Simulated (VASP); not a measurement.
# AgCl (Chlorargyrite) (Fm-3m) in VASP: further runs

One crystal, AgCl (Chlorargyrite), is run at these levels: LDA, r2SCAN, PBE; tasks: band structure, dielectric tensor, optical spectrum.

Everything below comes from runs of VASP 6.6.1. Logs are shortened: lines on timing, memory, paths and dates and some standing lists are left out, and cuts for length are marked.

**The experiment to reproduce.**

A printed reference work, data compilation reports, for a bulk crystal of AgCl: band gap 3.249 eV (indirect).

A printed reference work, monograph reports, for a bulk crystal of AgCl: high-frequency dielectric constant 3.92.

How close the calculation comes is told below.

## 1. Starting point

The structure is cubic, space group Fm-3m (No. 225). Conventional cell: a = 5.445 Å, b = 5.445 Å, c = 5.445 Å, α = 90.00°, β = 90.00°, γ = 90.00°. Ag (site symmetry m-3m) has 6 Cl at 2.72 Å as nearest neighbours. Around Cl (site symmetry m-3m) lie 6 Ag at 2.72 Å.

## 2. Band structure, LDA

The input, INCAR:

```
SYSTEM = AgCl
  ALGO = Fast
  EDIFF = 1E-6
  ENCUT = 520
  GGA = CA
  ISIF = 2
  ISMEAR = 0
  LASPH = .TRUE.
  LCHARG = .FALSE.
  LMAXMIX = 4
  LREAL = .FALSE.
  LWAVE = .FALSE.
  NBANDS = 16
  NELM = 80
  PREC = Accurate
  SIGMA = 0.03
```

The input, KPOINTS:

```
k-points
0
G
  8 8 8
  0 0 0
```

The input, POSCAR:

```
AgCl                                    
1.0
    0.0000000000      2.7224909976      2.7224909976
    2.7224909976      0.0000000000      2.7224909976
    2.7224909976      2.7224909976      0.0000000000
  Ag              Cl            
     1     1
Direct
     0.0000000000000000    0.0000000000000000    0.0000000000000000
     0.5000000000000000    0.5000000000000000    0.5000000000000000
```

The input, KPOINTS_OPT:

```
explicit points
302
Reciprocal
 0.0000000000  0.0000000000  0.0000000000 1
 0.0263157895  0.0000000000  0.0263157895 1
 0.0526315789  0.0000000000  0.0526315789 1
 0.0789473684  0.0000000000  0.0789473684 1
 0.1052631579  0.0000000000  0.1052631579 1
 0.1315789474  0.0000000000  0.1315789474 1
[... 294 lines left out ...]
 0.4892271500  0.0107728500  0.5000000000 1
 0.5107728500 -0.0107728500  0.5000000000 1
```

Potentials or basis: VASP PAW LDA potentials, release 64 (Ag, Cl).

Run with:

```console
> cat potpaw_LDA.64/Ag/POTCAR potpaw_LDA.64/Cl/POTCAR > POTCAR
> mpirun -np 1 vasp_std > vasp.out
```

OUTCAR:

```text
SYSTEM = AgCl
   EDIFF = 1E-6
   ENCUT = 520
   GGA = CA
   ISIF = 2
   ISMEAR = 0
   LASPH = .TRUE.
   LREAL = .FALSE.
   NELM = 80
   PREC = Accurate

 ion  position               nearest neighbor table
   1  0.000  0.000  0.000-   2 2.72   2 2.72   2 2.72   2 2.72   2 2.72   2 2.72
   2  0.500  0.500  0.500-   1 2.72   1 2.72   1 2.72   1 2.72   1 2.72   1 2.72

  LATTYP: Found a face centered cubic cell.
 ALAT       =     5.4449819952

  Lattice vectors:

 A1 = (   0.0000000000,   2.7224909976,   2.7224909976)
 A2 = (   2.7224909976,   0.0000000000,   2.7224909976)
 A3 = (   2.7224909976,   2.7224909976,   0.0000000000)

Analysis of symmetry for initial positions (statically):
=====================================================================
 Subroutine PRICEL returns:
 Original cell was already a primitive cell.

 Routine SETGRP: Setting up the symmetry group for a
 face centered cubic supercell.

 Subroutine GETGRP returns: Found 48 space group operations
 (whereof 48 operations were pure point group operations)
 out of a pool of 48 trial point group operations.

The static configuration has the point symmetry O_h .

Analysis of symmetry for dynamics (positions and initial velocities):
=====================================================================
 Subroutine PRICEL returns:
 Original cell was already a primitive cell.

 Routine SETGRP: Setting up the symmetry group for a
 face centered cubic supercell.

 Subroutine GETGRP returns: Found 48 space group operations
 (whereof 48 operations were pure point group operations)
 out of a pool of 48 trial point group operations.

The dynamic configuration has the point symmetry O_h .

 Subroutine INISYM returns: Found 48 space group operations
 (whereof 48 operations are pure point group operations),
 and found     1 'primitive' translations

----------------------------------------------------------------------------------------

                                     Primitive cell

  volume of cell :      40.3580

  direct lattice vectors                    reciprocal lattice vectors
     0.000000000  2.722490998  2.722490998    -0.183655336  0.183655336  0.183655336
     2.722490998  0.000000000  2.722490998     0.183655336 -0.183655336  0.183655336
     2.722490998  2.722490998  0.000000000     0.183655336  0.183655336 -0.183655336

  length of vectors
     3.850183692  3.850183692  3.850183692     0.318100374  0.318100374  0.318100374

  position of ions in fractional coordinates (direct lattice)
     0.000000000  0.000000000  0.000000000
     0.500000000  0.500000000  0.500000000

  ion indices of the primitive-cell ions
   primitive index   ion index
                 1           1
                 2           2

----------------------------------------------------------------------------------------

 KPOINTS: k-points

Automatic generation of k-mesh.
 Grid dimensions read from file:
 generate k-points for:    8    8    8

 Generating k-lattice:

  Cartesian coordinates                     Fractional coordinates (reciprocal lattice)
    -0.022956917  0.022956917  0.022956917     0.125000000  0.000000000  0.000000000
     0.022956917 -0.022956917  0.022956917     0.000000000  0.125000000  0.000000000
     0.022956917  0.022956917 -0.022956917     0.000000000  0.000000000  0.125000000

  Length of vectors
     0.039762547  0.039762547  0.039762547

  Shift w.r.t. Gamma in fractional coordinates (k-lattice)
     0.000000000  0.000000000  0.000000000

 Subroutine IBZKPT returns following result:
 ===========================================

 Found     29 irreducible k-points:

 Following reciprocal coordinates:
            Coordinates               Weight
  0.000000  0.000000  0.000000      1.000000
  0.125000  0.000000  0.000000      8.000000
  0.250000  0.000000  0.000000      8.000000
  0.375000  0.000000  0.000000      8.000000
  0.500000  0.000000  0.000000      4.000000
  0.125000  0.125000  0.000000      6.000000
[... 16 lines left out ...]
  0.500000  0.250000  0.125000     48.000000
 -0.375000  0.250000  0.125000     24.000000
 [... further k-points ...]
   k-points           NKPTS =     29   k-points in BZ     NKDIM =     29   number of bands    NBANDS=     16
   number of dos      NEDOS =    301   number of ions     NIONS =      2
   total plane-waves  NPLWV =  27000
   dimension x,y,z NGX =    30 NGY =   30 NGZ =   30
   dimension x,y,z NGXF=    60 NGYF=   60 NGZF=   60
   ions per type =               1   1
   NGX,Y,Z   is equivalent  to a cutoff of  12.95, 12.95, 12.95 a.u.
   NGXF,Y,Z  is equivalent  to a cutoff of  25.91, 25.91, 25.91 a.u.
 SYSTEM =  AgCl
   PREC   = accura    normal or accurate (medium, high low for compatibility)
   ISTART =      0    job   : 0-new  1-cont  2-samecut
   ICHARG =      2    charge: 1-file 2-atom 10-const
   ISPIN  =      1    spin polarized calculation?
   LNONCOLLINEAR =      F non collinear calculations
   LSORBIT =      F    spin-orbit coupling
   LASPH  =      T    aspherical Exc in radial PAW
   ENCUT  =  520.0 eV  38.22 Ry    6.18 a.u.   7.16  7.16  7.16*2*pi/ulx,y,z
   NELM   =     80;   NELMIN=  2; NELMDL= -5     # of ELM steps
   EDIFF  = 0.1E-05   stopping-criterion for ELM
   LREAL  =      F    real-space projection
   EDIFFG = 0.1E-04   stopping-criterion for IOM
   NSW    =      0    number of steps for IOM
   IBRION =     -1    ionic relax: 0-MD 1-quasi-New 2-CG
   NFREE  =      0    steps in history (QN), initial steepest desc. (CG)
   ISIF   =      2    stress and relaxation
   ISYM   =      2    0-nonsym 1-usesym 2-fastsym
   POTIM  = 0.5000    time-step for ionic-motion
   TEBEG  =    0.0;   TEEND  =   0.0 temperature during run
   PSTRESS=    0.0 pullay stress
   NELECT =      18.0000    total number of electrons
   NUPDOWN=      -1.0000    fix difference up-down
   EMIN   =  10.00;   EMAX   =-10.00  energy-range for DOS
   EFERMI =   0.00;   METHOD = LEGACY
   ISMEAR =     0;   SIGMA  =   0.03  broadening in eV -4-tet -1-fermi 0-gaus
   EFERMI_NEDOS =   21; number of points for ismear=-14 and -15
   IALGO  =     68    algorithm
   IMIX   =      4    mixing-type and parameters
     AMIX     =   0.40;   BMIX     =  1.00
     AMIX_MAG =   1.60;   BMIX_MAG =  1.00
  volume/ion in A,a.u.               =      20.18       136.17
  Fermi-wavevector in a.u.,A,eV,Ry     =   1.250804  2.363677 21.286455  1.564510
  Thomas-Fermi vector in A             =   2.384781
   LORBIT       =      0    0 simple, 1 ext, 2 COOP (PROOUT), +10 PAW based schemes
   GGA     = CA    functional components
   LHFCALC =     F    Hartree Fock is set to
   AEXX    =    0.0000 exact exchange contribution
   IVDW    =     0    specifies the selected vdW correction
   LEPSILON=     F    determine dielectric tensor
   LRPA    =     F    only Hartree local field effects (RPA)
 non-spin polarized calculation
 RMM-DIIS sequential band-by-band and
 Gauss-broadening in eV      SIGMA  =   0.03
  energy-cutoff  :      520.00
  volume of cell :       40.36
 maximum number of plane-waves:      1106
 NGX is ok and might be reduce to    30
   NGX = 15   NGY = 15   NGZ = 15

 number of electron      18.0000002 magnetization

 Free energy of the ion-electron system (eV)
  ---------------------------------------------------
  ext. energy  EPLUGINS =         0.00000000
  ---------------------------------------------------
  free energy    TOTEN  =        -6.77406341 eV

  energy without entropy =       -6.77406341  energy(sigma->0) =       -6.77406341

 E-fermi :   4.4952     XC(G=0): -10.7202

 val. band max:        4.3093118724   @ k =   0.5000   0.0000   0.0000
 cond. band min:       4.9509567173   @ k =   0.0000   0.0000   0.0000
 fundamental gap:      0.6416448449
 Fermi energy:         4.4952171963

 k-point     1 :       0.0000    0.0000    0.0000
  band No.  band energies     occupation
      1     -11.1237      2.00000
      2       1.5470      2.00000
      3       1.5470      2.00000
      4       1.5470      2.00000
      5       1.5894      2.00000
      6       1.5894      2.00000
[... 8 lines left out ...]
     15      17.6397      0.00000
     16      17.6397      0.00000

 k-point     2 :       0.1250    0.0000    0.0000
  band No.  band energies     occupation
      1     -11.0509      2.00000
      2       0.8135      2.00000
      3       0.8793      2.00000
      4       0.8793      2.00000
      5       1.6108      2.00000
      6       1.6108      2.00000
[... 8 lines left out ...]
     15      16.3077      0.00000
     16      16.8556      0.00000

 k-point     3 :       0.2500    0.0000    0.0000
  band No.  band energies     occupation
      1     -10.8663      2.00000
      2      -0.3209      2.00000
      3       0.2573      2.00000
      4       0.2573      2.00000
      5       1.7596      2.00000
      6       1.7596      2.00000
[... 8 lines left out ...]
     15      16.5126      0.00000
     16      16.8083      0.00000

 k-point     4 :       0.3750    0.0000    0.0000
  band No.  band energies     occupation
      1     -10.6672      2.00000
      2      -1.1825      2.00000
      3      -0.1383      2.00000
      4      -0.1383      2.00000
      5       1.9156      2.00000
      6       1.9156      2.00000
[... 8 lines left out ...]
     15      17.3741      0.00000
     16      17.3741      0.00000
[... 324 lines left out ...]
 k-point    22 :       0.3750    0.2500    0.1250
  band No.  band energies     occupation
      1     -10.7540      2.00000
      2      -0.7303      2.00000
      3       0.1704      2.00000
      4       0.5446      2.00000
      5       1.6580      2.00000
      6       1.8924      2.00000
[... 8 lines left out ...]
     15      18.4776      0.00000
     16      19.7134      0.00000

 k-point    23 :       0.5000    0.2500    0.1250
  band No.  band energies     occupation
      1     -10.6125      2.00000
      2      -0.9700      2.00000
      3      -0.1481      2.00000
      4       0.1122      2.00000
      5       1.7987      2.00000
      6       1.9905      2.00000
[... 8 lines left out ...]
     15      18.6835      0.00000
     16      19.5455      0.00000

 k-point    24 :      -0.3750    0.2500    0.1250
  band No.  band energies     occupation
      1     -10.5519      2.00000
      2      -1.0463      2.00000
      3      -0.2129      2.00000
      4      -0.1489      2.00000
      5       1.9056      2.00000
      6       1.9832      2.00000
[... 8 lines left out ...]
     15      17.8131      0.00000
     16      19.3360      0.00000

 [... further k-points ...]
[... 5 lines left out ...]
  --------------------------------------------------------------------------------------
  -------------------------------------------------------------------------------------
  Total       -0.7719075     -0.7719075     -0.7719075      0.0000000      0.0000000     -0.0000000
  in kB      -30.6440726    -30.6440726    -30.6440726      0.0000000      0.0000000     -0.0000000
  external PRESSURE =     -30.6440726 kB  Pullay stress =       0.0000000 kB

 VOLUME and BASIS-vectors are now :
 -----------------------------------------------------------------------------
  energy-cutoff  :      520.00
  volume of cell :       40.36
      direct lattice vectors                 reciprocal lattice vectors
     0.000000000  2.722490998  2.722490998    -0.183655336  0.183655336  0.183655336
     2.722490998  0.000000000  2.722490998     0.183655336 -0.183655336  0.183655336
     2.722490998  2.722490998  0.000000000     0.183655336  0.183655336 -0.183655336

 POSITION                                       TOTAL-FORCE (eV/Angst)
 -----------------------------------------------------------------------------------
      0.00000      0.00000      0.00000        -0.000000      0.000000     -0.000000
      2.72249      2.72249      2.72249         0.000000     -0.000000      0.000000
 -----------------------------------------------------------------------------------
    total drift:                               -0.000000      0.000000      0.000000

  FREE ENERGIE OF THE ION-ELECTRON SYSTEM (eV)
  ---------------------------------------------------
  free  energy   TOTEN  =        -6.7740634104 eV

  energy  without entropy=       -6.7740634104  energy(sigma->0) =       -6.77406341
```

Wall time 77 s (1 thread of AMD EPYC 9R45 (Zen 5), shared host); peak memory 0.13 GiB.

What came out:

```yaml
Free_energy: -6.7741 eV
Pressure: -3.1 GPa
Band_gap_on_the_k_mesh: 0.64 eV, indirect (least direct gap 3.16 eV)
Band_gap_along_the_path: 0.64 eV, indirect (least direct gap 2.97 eV)
```

Levels at the corners of the path, in eV from the valence-band top:
| point | band 7 | band 8 | band 9 | band 10 | band 11 | band 12 |
| --- | --- | --- | --- | --- | --- | --- |
| Γ | -2.54 | -2.54 | -2.54 | 0.64 | 10.73 | 10.73 |
| X | -2.19 | -2.19 | -2.06 | 2.03 | 7.78 | 8.57 |
| X | -2.19 | -2.19 | -2.06 | 2.03 | 7.78 | 8.57 |
| W | -2.19 | -2.17 | -1.39 | 4.09 | 7.70 | 7.70 |
| W | -2.19 | -2.17 | -1.39 | 4.09 | 7.70 | 7.70 |
| K | -2.06 | -1.85 | -1.19 | 3.37 | 7.05 | 7.98 |
| K | -2.06 | -1.85 | -1.19 | 3.37 | 7.05 | 7.98 |
| Γ | -2.54 | -2.54 | -2.54 | 0.64 | 10.73 | 10.73 |
| Γ | -2.54 | -2.54 | -2.54 | 0.64 | 10.73 | 10.73 |
| L | -1.98 | 0.00 | 0.00 | 3.82 | 6.65 | 7.35 |
| L | -1.98 | 0.00 | 0.00 | 3.82 | 6.65 | 7.35 |
| U | -2.06 | -1.85 | -1.19 | 3.37 | 7.05 | 7.98 |
| U | -2.06 | -1.85 | -1.19 | 3.37 | 7.05 | 7.98 |
| W | -2.19 | -2.17 | -1.39 | 4.09 | 7.70 | 7.70 |
| W | -2.19 | -2.17 | -1.39 | 4.09 | 7.70 | 7.70 |
| L | -1.98 | 0.00 | 0.00 | 3.82 | 6.65 | 7.35 |
| L | -1.98 | 0.00 | 0.00 | 3.82 | 6.65 | 7.35 |
| K | -2.06 | -1.85 | -1.19 | 3.37 | 7.05 | 7.98 |
| U | -2.06 | -1.85 | -1.19 | 3.37 | 7.05 | 7.98 |
| X | -2.19 | -2.19 | -2.06 | 2.03 | 7.78 | 8.57 |

(Continued in part 2 of 3.)
